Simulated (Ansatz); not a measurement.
# The MXene Nb3C2: bands and core levels

Wanted: the XPS lines and the band structure of the MXene Nb3C2.

Program: Ansatz 0.2.0. Level of theory: DFT, PBE, plane-wave PAW, default files, scalar-relativistic. Results are calculated unless marked as measured.

Report form: the programs' logs are mostly left out.

## (1) The starting structure

The cell holds 5 atoms: 3 Nb and 2 C. Its edges and angles: a = 3.140 Å, b = 3.140 Å, c = 19.800 Å, α = 90.0°, β = 90.0°, γ = 120.0°. It derives from Nb3C2. How the cell was made: MXene sheet; termination: bare; lattice typed at the start. Regions: L1, 1 atom (1 Nb); L2, 1 atom (1 C); L3, 1 atom (1 Nb); in, 1 atom (1 C); rest, 1 atom (1 Nb). Vacuum lies along c.

## (2) Relaxation

The cut or typed positions aren't at rest, and spectra shift with geometry, so the relaxation comes first.

File input.yaml:

```yaml
crystal:
  lattice:
    - [3.14, 0.0, 0.0]
    - [-1.57, 2.7193197679, 0.0]
    - [0.0, 0.0, 19.8]
  atoms:
    - { symbol: Nb, position: [0.333333333, 0.666666667, 0.621212121] }
    - { symbol: C, position: [0.0, 0.0, 0.560606061] }
    - { symbol: Nb, position: [0.666666667, 0.333333333, 0.5] }
    - { symbol: C, position: [0.333333333, 0.666666667, 0.439393939] }
    - { symbol: Nb, position: [0.0, 0.0, 0.378787879] }
kpoints:
  mp_grid: { grid: [12, 12, 1] }
scf:
  occupations: { method: fermi_dirac, width: 0.05 }
  n_extra_bands: 8
hamiltonian:
  xc: pbe
  pseudopotentials: { kind: paw }
output:
  forces: true
  write_potential: true
  volumetric_format: []
relax:
  f_tol: 0.03
  max_steps: 45
  cell: { fix: [c, alpha, beta] }
```

Command:

```bash
ansatz run input.yaml --threads 4 --pin off --max-ram 6144MiB --backend cpu --events-out ev --progress --plain --runs-dir out
```

Wall time 10 s (4 threads of Arm Neoverse V2, shared host); peak memory 0.54 GiB.

Relaxation path:

```tsv
step	energy less that of the first step (eV)	largest force component (eV/Å)	pressure (GPa)	volume (Å³)
1	0.0000	2.1820	2.74	169.07
2	-0.2362	0.6772	-1.19	164.26
3	-0.2968	0.3981	-0.51	167.26
4	-0.3078	0.0420	1.17	166.27
5	-0.3231	0.1107	0.51	168.82
6	-0.3275	0.0172	0.00	171.30
7*	-0.3286	0.0171	0.00	171.30
```

Relaxation steps marked * repeat the geometry before them on a plane-wave basis chosen anew for their cell, so energy and pressure can jump there.

The run keeps the 12 symmetry operations that it works with, so distortions that break them were not tested.

```tsv
cell as run	before	after	change
a (Å)	3.140	3.161	+0.7 %
b (Å)	3.140	3.161	+0.7 %
```

The atoms that moved most (Å, along periodic axes as changes of fractional coordinates times the final cell, across vacuum about the mean position):

```tsv
atom	dx	dy	dz	length
C4	0.000	0.000	-0.156	0.156
C2	0.000	0.000	0.156	0.156
Nb5	0.000	0.000	-0.044	0.044
Nb1	0.000	0.000	0.044	0.044
```

Final coordinates:

```cif
data_structure
_symmetry_space_group_name_H-M 'P 1'
_symmetry_Int_Tables_number 1
_cell_length_a 3.1607
_cell_length_b 3.1607
_cell_length_c 19.8000
_cell_angle_alpha 90.000
_cell_angle_beta 90.000
_cell_angle_gamma 120.000
_cell_volume 171.30
loop_
_atom_site_label
_atom_site_type_symbol
_atom_site_fract_x
_atom_site_fract_y
_atom_site_fract_z
_atom_site_occupancy
Nb1 Nb 0.33333 0.66667 0.62345 1
C2 C 0.00000 0.00000 0.56847 1
Nb3 Nb 0.66667 0.33333 0.50000 1
C4 C 0.33333 0.66667 0.43153 1
Nb5 Nb 0.00000 0.00000 0.37655 1
```

This step gave:

```yaml
free_energy: -14158.9601 eV
energy_at_zero_smearing: -14158.9430 eV
smearing_term_ts: 0.03412 eV
fermi_energy: 3.981 eV
symmetry_operations: 12
pressure: 0.002474 GPa
work_function_upper_face: 4.601 eV
work_function_lower_face: 4.601 eV
```

The relaxation ends with a largest force component of 0.017 eV/Å.

## (3) Bands by layer

This is the main run. States are solved along the surface zone's path and weighed by where they lie along the normal, since photoemission sees the top layers.

File input.yaml:

```yaml
crystal:
  lattice:
    - [3.1607193034, 0.0, 0.0]
    - [-1.5803596517, 2.737263211, 0.0]
    - [0.0, 0.0, 19.8]
  atoms:
    - { symbol: Nb, position: [0.3333333333, 0.6666666667, 0.6234498601] }
    - { symbol: C, position: [0.0, 0.0, 0.5684650801] }
    - { symbol: Nb, position: [0.6666666667, 0.3333333333, 0.5] }
    - { symbol: C, position: [0.3333333333, 0.6666666667, 0.4315349199] }
    - { symbol: Nb, position: [0.0, 0.0, 0.3765501399] }
kpoints:
  mp_grid: { grid: [12, 12, 1] }
scf:
  occupations: { method: fermi_dirac, width: 0.05 }
  n_extra_bands: 8
hamiltonian:
  xc: pbe
  pseudopotentials: { kind: paw }
output:
  forces: true
  write_potential: true
  volumetric_format: []
  efg: { contact_densities: true }
  dos:
    projected: true
    de: 0.05
    e_range: [-30, 12]
    method: { smearing: { sigma: 0.15, scheme: gaussian } }
  eigenstates:
    kpoints:
      - [0.33333333, 0.33333333, 0.0]
      - [0.31666667, 0.31666667, 0.0]
      - [0.3, 0.3, 0.0]
      - [0.28333333, 0.28333333, 0.0]
      - [0.26666667, 0.26666667, 0.0]
      - [0.25, 0.25, 0.0]
      # [... 40 more points ...]
      - [0.36666667, 0.26666667, 0.0]
      - [0.35, 0.3, 0.0]
    e_range: [-8.0, 4.0]
    unfold:
      supercell_matrix: [[1, 0, 0], [0, 1, 0], [0, 0, 1]]
      layers:
        axis: 3
        edges: [0.176768, 0.424242, 0.469697, 0.530303, 0.575758, 0.823232]
```

Elapsed: 5.5 s, on 4 threads; peak memory 0.57 GiB; 20 s of CPU time.

Numbers from this step:

```
zero of energy                                 : Fermi level
share of occupied states in no projected shell : 0.009 of the occupied states in the window
DOS at the Fermi level                         : 4.270 states/eV/cell
work function, upper face                      : 4.602 eV
work function, lower face                      : 4.602 eV
```

A(k,E), total over k along the path and E. Zero: Fermi level.

Values in eV⁻¹, 12 rows by 16 columns, each cell a mean:
```
1.5 1.6 2.4 2.2 1.5 1.9 1.9 1.8 1.1 1.1 2.9 4.0 3.7 2.7 2.1 1.5
2.1 2.0 2.1 2.1 2.1 2.2 3.5 2.8 2.8 3.0 2.6 0.7 0.4 0.6 1.5 2.2
0.3 0.4 0.4 1.6 2.4 2.3 1.2 1.8 2.3 2.7 1.4 1.7 2.8 2.5 1.0 0.3
3.1 2.1 2.1 2.1 2.4 3.3 4.1 3.8 2.9 1.6 2.0 1.6 0.4 0.8 2.4 3.2
1.2 2.1 1.9 1.4 2.0 2.1 1.5 1.8 1.6 1.0 0.3 0.1 0.1 0.1 0.5 1.1
0.1 0.1 0.5 1.0 0.4 0.2 0.1 0.1 0.5 1.0 0.2 0.1 0.1 0.5 0.8 0.1
0.1 0.1 0.2 0.2 0.5 1.2 2.0 1.6 1.1 1.3 2.1 2.0 1.5 0.8 0.2 0.1
2.6 2.5 2.5 3.0 2.9 2.3 1.4 1.9 2.2 1.8 1.9 2.0 2.2 2.5 2.5 2.6
2.9 3.1 2.9 2.2 1.9 2.1 2.2 2.2 2.1 2.6 2.6 2.7 3.0 2.9 3.0 2.9
1.2 1.1 1.2 1.4 1.1 0.2 0.1 0.2 0.5 1.2 0.7 0.2 0.2 0.2 0.5 1.1
0.1 0.2 0.1 0.1 0.5 1.0 0.9 1.0 0.9 0.2 0.6 1.1 1.0 1.1 0.7 0.1
0.0 0.0 0.0 0.0 0.0 0.1 0.2 0.1 0.0 0.0 0.0 0.1 0.1 0.1 0.0 0.0
```
Columns: k along the path (Å⁻¹) from 0 to 3.14; rows upwards: E (eV) from -7.7 to 2.44.

A(k,E), top over k along the path and E. Zero: Fermi level.

Values in eV⁻¹, 12 rows by 16 columns, each cell a mean:
```
0.24 0.38 0.77 0.73 0.48 0.55 0.57 0.52 0.31 0.36 0.99 1.35 1.25 0.91 0.56 0.24
0.82 0.79 0.82 0.79 0.78 0.82 1.21 1.03 1.03 1.10 0.93 0.26 0.15 0.24 0.59 0.83
0.11 0.16 0.16 0.60 0.87 0.80 0.38 0.62 0.85 0.93 0.48 0.68 1.21 1.06 0.40 0.11
1.33 0.88 0.85 0.85 0.91 1.14 1.36 1.26 0.98 0.64 0.92 0.76 0.18 0.39 1.09 1.38
0.51 0.81 0.65 0.43 0.55 0.54 0.33 0.42 0.49 0.41 0.14 0.04 0.03 0.03 0.18 0.47
0.03 0.05 0.17 0.30 0.11 0.04 0.04 0.04 0.13 0.22 0.05 0.03 0.03 0.14 0.24 0.04
0.04 0.04 0.04 0.06 0.12 0.35 0.64 0.49 0.30 0.32 0.48 0.46 0.36 0.22 0.05 0.04
0.66 0.63 0.63 0.75 0.76 0.66 0.40 0.54 0.61 0.47 0.48 0.48 0.49 0.56 0.63 0.66
0.47 0.56 0.60 0.49 0.44 0.43 0.45 0.44 0.46 0.59 0.57 0.61 0.72 0.68 0.57 0.47
0.25 0.23 0.26 0.34 0.27 0.06 0.03 0.04 0.13 0.30 0.17 0.05 0.04 0.04 0.11 0.24
0.03 0.03 0.03 0.02 0.13 0.27 0.25 0.27 0.24 0.05 0.14 0.21 0.19 0.20 0.14 0.03
0.01 0.01 0.01 0.01 0.01 0.02 0.06 0.04 0.01 0.01 0.01 0.01 0.02 0.01 0.01 0.01
```
Columns: k along the path (Å⁻¹) from 0 to 3.14; rows upwards: E (eV) from -7.7 to 2.44.

A(k,E), middle over k along the path and E. Zero: Fermi level.

Values in eV⁻¹, 12 rows by 16 columns, each cell a mean:
```
0.61 0.47 0.53 0.51 0.35 0.47 0.50 0.48 0.26 0.21 0.59 0.79 0.76 0.51 0.55 0.63
0.13 0.12 0.16 0.27 0.29 0.26 0.52 0.39 0.41 0.47 0.44 0.10 0.04 0.08 0.11 0.13
0.03 0.04 0.04 0.16 0.33 0.37 0.24 0.32 0.30 0.47 0.15 0.07 0.08 0.11 0.08 0.03
0.24 0.17 0.19 0.20 0.32 0.61 0.82 0.75 0.58 0.15 0.07 0.03 0.01 0.02 0.09 0.22
0.07 0.22 0.27 0.27 0.51 0.62 0.47 0.53 0.38 0.10 0.02 0.01 0.01 0.01 0.06 0.09
0.01 0.02 0.08 0.23 0.10 0.03 0.02 0.03 0.17 0.31 0.04 0.02 0.01 0.08 0.13 0.01
0.03 0.03 0.02 0.03 0.04 0.06 0.05 0.05 0.08 0.18 0.42 0.35 0.18 0.12 0.03 0.03
0.57 0.52 0.43 0.38 0.30 0.18 0.13 0.15 0.19 0.21 0.29 0.43 0.52 0.52 0.52 0.57
0.51 0.54 0.57 0.44 0.31 0.42 0.47 0.45 0.38 0.43 0.45 0.38 0.44 0.44 0.48 0.51
0.09 0.12 0.14 0.26 0.28 0.05 0.03 0.03 0.12 0.28 0.13 0.03 0.02 0.03 0.07 0.09
0.01 0.02 0.02 0.02 0.13 0.30 0.27 0.29 0.26 0.05 0.11 0.19 0.19 0.18 0.10 0.01
0.00 0.00 0.00 0.01 0.01 0.02 0.06 0.04 0.01 0.01 0.01 0.01 0.02 0.01 0.01 0.00
```
Columns: k along the path (Å⁻¹) from 0 to 3.14; rows upwards: E (eV) from -7.7 to 2.44.

Peaks of A(k,E) at the labelled points: for each region the eleven nearest the zero at most, each over 6 % of that point's highest, less those above the energy where the solved bands run out; weight and spread sum the levels within three half widths or 0.3 eV, so near peaks share levels. Peaks of the spectral function, the first 40 of 69 rows:

```tsv
point	weight on	E (eV)	A (1/eV)	weight near the peak	rms spread of levels (eV)
K	total	-4.82	8.142	2	0
K	total	-4.38	4.478	1	0
K	total	-3.96	8.144	2	0
K	total	-0.98	4.565	2	0.124
K	total	-0.74	4.946	4	0.223
K	total	-0.44	8.258	3	0.135
K	total	1.3	8.06	2	0
K	total	2.12	4.235	1	0
K	top	-4.82	0.935	0.221	0
K	top	-4.38	1.199	0.278	0
K	top	-3.96	2.106	0.519	0
K	top	-0.98	2.021	0.929	0.124
K	top	-0.74	2.336	1.729	0.221
K	top	-0.44	3.325	1.287	0.139
K	top	1.3	3.107	0.775	0
K	top	2.12	0.438	0.09	0
K	middle	-5.78	0.232	0.054	0
K	middle	-4.82	1.799	0.448	0
K	middle	-4.36	0.279	0.038	0
K	middle	-3.96	2.095	0.524	0
K	middle	-0.44	0.934	0.237	0.024
K	middle	1.3	0.451	0.105	0
K	middle	2.12	2.03	0.495	0
Γ	total	-6.8	4.004	1	0
Γ	total	-4.64	8.113	2	0
Γ	total	-4.22	4.297	1	0
Γ	total	-3.28	7.999	2	0
Γ	total	-0.84	9.805	3	0.053
Γ	total	-0.48	7.828	2	0.024
Γ	total	0.92	10.95	4	0.057
Γ	total	1	10.96	4	0.057
Γ	total	2.44	8.565	3	0.095
Γ	top	-6.8	1.069	0.267	0
Γ	top	-4.64	1.548	0.377	0
Γ	top	-4.22	1.221	0.29	0
Γ	top	-3.28	2.603	0.652	0
Γ	top	-0.84	2.004	0.581	0.053
Γ	top	-0.48	3.516	0.937	0.024
Γ	top	1.02	4.159	1.361	0.054
Γ	top	2.44	2.587	0.88	0.093
```

The DOS has structure finer than the step of the table below, so its rows give means over 0.5 eV, whole bins alone (the curve runs from -14.4 to 2.23 eV). Peaks (eV: height): total -4.88: 6.01, -4.38: 7.96, -0.47: 5.85, 1.43: 5.54; Nb 4d -4.38: 3.75, -1.98: 1.48, -0.47: 4.45, 1.43: 4.38; C 2p -5.88: 1.29, -4.88: 2.92, -4.38: 3.88; C 2s -11.07: 2.64; Nb 5s -10.97: 0.546, -4.88: 0.497, -0.47: 0.935, 1.23: 0.389.

* holds the states left over by the projection beside any projected weight of its own. The DOS by E, zero at the Fermi level; means over each step; values in states/eV/cell:

```tsv
E (eV)	total	Nb 4d	C 2p	C 2s	Nb 5s	Nb 5p*
-13.5	0	0	0	0	0	0
-13.0	0.00224	1.3e-5	1.8e-5	9.0e-4	0.00126	5.0e-5
-12.5	0.261	0.00445	0.00261	0.108	0.138	0.00706
-12.0	0.601	0.0442	0.00853	0.274	0.251	0.0230
-11.5	2.39	0.740	0.0159	1.25	0.300	0.0830
-11.0	3.67	0.951	0.0188	2.17	0.377	0.158
-10.5	1.07	0.267	0.00381	0.704	0.0482	0.0504
-10.0	0.00186	4.2e-4	0	0.00129	5.0e-5	8.8e-5
-9.5	0	0	0	0	0	0
-9.0	0	0	0	0	0	0
-8.5	0	0	0	0	0	0
-8.0	0	0	0	0	0	0
-7.5	0	0	0	0	0	0
-7.0	0.0646	0.0274	0.0257	4.7e-4	0.0104	5.8e-4
-6.5	1.10	0.464	0.462	0.00928	0.151	0.0176
-6.0	2.20	0.902	0.976	0.0290	0.249	0.0431
-5.5	0.763	0.301	0.354	0.0125	0.0813	0.0149
-5.0	4.04	1.57	1.97	0.0259	0.367	0.107
-4.5	6.67	3.08	3.24	0.0364	0.151	0.165
-4.0	6.34	2.96	3.07	0.0563	0.0562	0.196
-3.5	2.57	1.35	1.14	0.0165	0.0130	0.0570
-3.0	0.938	0.560	0.358	0.00151	0.00260	0.0158
-2.5	0.992	0.807	0.161	0.00352	0.00884	0.0110
-2.0	1.31	1.15	0.115	0.00427	0.0279	0.0136
-1.5	1.45	1.28	0.0773	0.00382	0.0612	0.0190
-1.0	2.19	1.79	0.0594	0.0170	0.278	0.0477
-0.5	4.94	3.83	0.162	0.0801	0.716	0.150
0.0	4.07	3.27	0.250	0.0901	0.303	0.155
0.5	2.71	2.21	0.256	0.0204	0.173	0.0573
1.0	3.04	2.44	0.233	0.0244	0.274	0.0715
1.5	4.85	3.87	0.470	0.0748	0.305	0.130
```

This run's widths, added to any smearing of the DOS itself: Gaussian 0.1 eV, Lorentzian 0.05 eV plus 0.05 an eV of depth. Table of intensity by binding energy, zero at the Fermi level; values in % of the maximum within 13 eV:

```tsv
binding energy (eV)	21.2 eV	60 eV	1486.7 eV	5414.7 eV
-1	0.810	0.676	0.853	0.773
0	38.6	26.6	45.2	39.0
1	33.6	21.5	40.9	38.9
2	26.1	17.5	28.4	20.7
3	19.7	17.7	15.7	11.2
4	91.0	91.6	62.1	45.7
5	54.8	57.2	37.3	37.4
6	26.5	27.5	19.5	21.3
7	4.23	4.61	3.43	3.85
8	1.21	1.83	1.35	1.55
9	0.959	2.30	1.69	2.11
10	2.28	7.61	5.48	7.07
11	12.6	48.3	35.6	47.1
12	-	15.1	11.7	19.7
13	-	3.05	2.34	4.04
14	-	1.15	0.871	1.31
```

Maxima picked by a test of local sharpness, so broad peaks and shoulders can be missing; peaks within 0.45 eV of a curve's cut are left out. Valence peaks, by row:

```tsv
photon energy (eV)	binding energy (eV)	height (% of the maximum within 13 eV)	main shell	its share (%)
21.2	5.85	27.88	Nb 4d	53.98
21.2	4.35	100	Nb 4d	55.47
21.2	2.7	20.29	Nb 4d	76.27
21.2	2	26.52	Nb 4d	90.64
21.2	1.25	37.4	Nb 4d	95.26
21.2	0.45	81.23	Nb 4d	95.8
21.2	0.2	76.07	Nb 4d	95.02
60	11.05	48.75	C 2s	84.01
60	5.85	29.12	C 2p	66.05
60	4.35	100	C 2p	67.2
60	2.7	16.36	Nb 4d	53.99
60	2.05	17.77	Nb 4d	75.63
60	1.25	23.75	Nb 4d	86.08
60	0.45	54.47	Nb 4d	83.97
60	0.2	51.05	Nb 4d	83.28
1487	11.1	36.14	C 2s	52.53
1487	5.9	20.32	Nb 4d	87.44
1487	4.35	68.26	Nb 4d	95.95
1487	2	28.86	Nb 4d	98.15
1487	1.25	43.9	Nb 4d	95.48
1487	0.45	100	Nb 4d	91.11
5415	11.05	47.85	C 2s	54.07
5415	5.9	22	Nb 4d	54.4
5415	4.4	51.48	Nb 4d	85.11
5415	2	21.05	Nb 4d	90.61
5415	1.05	39.27	Nb 4d	65.95
5415	0.5	100	Nb 4d	60.71
```

From the Fermi level. Planar mean, electrostatic potential against z:

```tsv
z (Å)	planar mean, electrostatic potential (eV)
0.0	4.60
0.5	4.60
1.0	4.60
1.5	4.60
2.0	4.60
2.5	4.60
3.0	4.60
3.5	4.59
4.0	4.57
4.5	4.52
5.0	4.35
5.5	3.84
6.0	2.41
6.5	-1.78
7.0	-12.9
7.5	-19.6
8.0	-13.5
8.5	-10.7
9.0	-7.61
9.5	-15.1
10.0	-19.7
10.5	-10.8
11.0	-8.56
11.5	-11.2
12.0	-16.5
12.5	-18.6
13.0	-7.83
13.5	0.521
14.0	3.15
14.5	4.11
15.0	4.44
15.5	4.55
16.0	4.59
16.5	4.60
17.0	4.60
17.5	4.60
18.0	4.60
18.5	4.60
19.0	4.60
19.5	4.60
```

The intensity has structure finer than the step of the table below, so its rows give means over 1 eV, whole bins alone (the curve runs from -14.4 to 1.43 eV). Peaks (eV: height): Nb L-beta2 -4.2: 97.8, -0.7: 100.0; C K -4.3: 99.9; C K, E along x -4.6: 102; C K, E along y -4.6: 102; C K, E along z -4.0: 137.

Shapes are the site's partial DOS without matrix elements, which overweights lines from ligand s bands. The intensity by emission energy less the core level's binding energy, zero at the Fermi level; means over each step; values in % of the unpolarised maximum:

```tsv
emission energy less the core level's binding energy (eV)	Nb L-beta2	C K	C K, E along x	C K, E along y	C K, E along z
-13	7.61	0.220	0.213	0.213	0.233
-12	14.7	0.473	0.471	0.471	0.475
-11	19.7	0.650	0.690	0.690	0.568
-10	14.7	0.497	0.517	0.517	0.458
-9	11.7	0.678	0.689	0.689	0.656
-8	14.7	1.35	1.36	1.36	1.34
-7	25.7	6.95	6.82	6.82	7.22
-6	46.9	24.8	25.5	25.5	23.3
-5	78.3	61.0	69.4	69.4	44.3
-4	94.5	84.3	71.5	71.5	110
-3	76.7	22.3	24.9	24.9	17.0
-2	76.7	5.95	7.00	7.00	3.84
-1	94.8	4.20	3.62	3.62	5.32
0	78.2	4.12	3.54	3.54	4.62
```

Sums over each group's atoms; left-over states aren't shared out by site. Site centres, by row:

```tsv
group	element	shell	occupied states	centre of occupied part (eV)	centre up to the window's top (eV)
layer 1	Nb	5s	0.6479	-4.418	-2.889
layer 1	Nb	4d	3.999	-3.01	-1.314
layer 2	C	2s	1.213	-10.56	-10.06
layer 2	C	2p	3.083	-4.387	-3.747
layer 3	Nb	5s	0.4516	-8.86	-8.149
layer 3	Nb	4d	4	-4.295	-2.629
inner group	C	2s	1.213	-10.56	-10.06
inner group	C	2p	3.083	-4.387	-3.747
other layers	Nb	5s	0.6479	-4.418	-2.889
other layers	Nb	4d	3.999	-3.01	-1.314
```

Broadened DOS, unweighted empty DOS against E, zero at the Fermi level; read off at these points:

```tsv
E (eV)	broadened DOS, unweighted empty DOS (states/eV/cell)
-0.93	5.2e-5
-0.82	3.5e-4
-0.72	0.00192
-0.62	0.00870
-0.53	0.0325
-0.42	0.100
-0.33	0.256
-0.23	0.545
-0.12	0.978
-0.03	1.49
0.07	1.98
0.17	2.35
0.28	2.56
0.38	2.66
0.47	2.70
0.57	2.73
0.68	2.75
0.78	2.79
0.88	2.89
0.97	3.12
1.07	3.47
1.18	3.92
1.27	4.33
1.38	4.59
1.48	4.64
1.57	4.49
1.68	4.24
```

Recipe: projected DOS times atomic cross section and asymmetry factor (linear light, 30° from the polarisation), occupied states only, Fermi edge at 300 K, a Lorentzian width of 0.05 eV growing by 0.05 eV per eV of binding energy, and a resolution of 0.1 eV. Each atom is damped by exp[−depth/(λ cos θ)], θ = 30° from the normal, λ from the universal curve. Curves are cut 10 eV under the photon energy, above any shell that the free atom's threshold puts out of reach, or at the lower edge of the window: 11.2 eV at 21.2 eV, 14.4 eV at 60 eV, 14.4 eV at 1486.7 eV and 14.4 eV at 5414.7 eV. A star in tables and legends marks shells that hold the states left over by the projection (0.9 % of the filled ones), a stand-in for orbitals that the files don't project on. Matrix elements of the solid and inelastic losses aren't modelled, nor non-dipole terms, which matter above 3 keV.

Share of each shell in the spectrum's area (%), by photon energy:

```tsv
shell	21.2 eV	60 eV	1486.7 eV	5414.7 eV
Nb 5s	0.1	1.0	4.8	25.2
Nb 5p*	0.1	0.0	0.6	1.5
Nb 4d	69.6	38.2	83.8	58.5
C 2s	1.8	20.9	10.4	14.6
C 2p	28.4	39.9	0.4	0.2
```

Cross sections used, in Mb an electron:

```tsv
shell	21.2 eV	60 eV	1486.7 eV	5414.7 eV
Nb 5s	0.024	0.022	2.0e-4	1.6e-5
Nb 5p*	0.084	0.0052	7.2e-5	3.3e-6
Nb 4d	5.1	0.14	6.5e-4	8.3e-6
C 2s	0.58	0.38	3.1e-4	6.8e-6
C 2p	2.7	0.33	9.8e-6	5.9e-8
```

Regions along c: top from 11.4 to 16.3 Å, middle from 9.3 to 10.5 Å. The top region's edge passes close to a layer, so the weights are only a guide.

States with weight above 0.08 nearest the zero at K of the zone, within the window kept, -6.8 to 2.5 eV (levels that the program groups as degenerate share a row):

```tsv
E (eV)	weight, total	weight, top	weight, middle
-5.77	1.00	0.23	0.05
-4.83	2.00	0.22	0.45
-4.37	1.00	0.28	0.04
-3.95	2.00	0.52	0.52
-0.98	1.00	0.44	0.04
-0.73	1.00	0.49	0.00
-0.45	2.00	0.80	0.23
1.30	2.00	0.78	0.10
2.11	1.00	0.09	0.49
```

States with weight above 0.08 nearest the zero at Γ of the zone, within the window kept, -6.8 to 2.5 eV (levels that the program groups as degenerate share a row):

```tsv
E (eV)	weight, total	weight, top	weight, middle
-4.64	2.00	0.38	0.45
-4.21	1.00	0.29	0.09
-3.29	2.00	0.65	0.03
-0.94	1.00	0.20	0.30
-0.83	2.00	0.38	0.83
-0.51	1.00	0.47	0.01
-0.46	1.00	0.46	0.01
0.91	2.00	0.48	0.65
1.02	2.00	0.88	0.01
2.44	2.00	0.61	0.56
```

States with weight above 0.08 nearest the zero at M of the zone, within the window kept, -6.8 to 2.5 eV (levels that the program groups as degenerate share a row):

```tsv
E (eV)	weight, total	weight, top	weight, middle
-3.78	1.00	0.24	0.21
-3.55	1.00	0.21	0.32
-3.07	1.00	0.26	0.04
0.10	1.00	0.46	0.01
0.12	1.00	0.48	0.01
0.70	1.00	0.35	0.06
2.04	1.00	0.42	0.06
2.30	1.00	0.24	0.40
2.39	1.00	0.42	0.02
2.48	1.00	0.23	0.38
```

The largest force component on a free atom is 0.017 eV/Å, so the atoms are at rest for these settings too. At the Fermi level the DOS is 4.27 states/eV a cell, and on the broadened curves Nb 4d holds 80 % of the total there.

(Continued in part 2 of 2.)

[Logs are printed without paths, hosts, clocks, repeated set-up lines and the standing remarks that a program may print on its own settings, such as how far it seeks lower states.]

[Hosts, paths, dates, database ids (printed as entryN), source tags and the programs' standing remarks are cut or masked in the printed files.]

[Maps of the electrostatic potential energy from Ansatz leave out the sawtooth potential of an applied field or a dipole correction, so their vacuum need not be flat; work functions include it.]
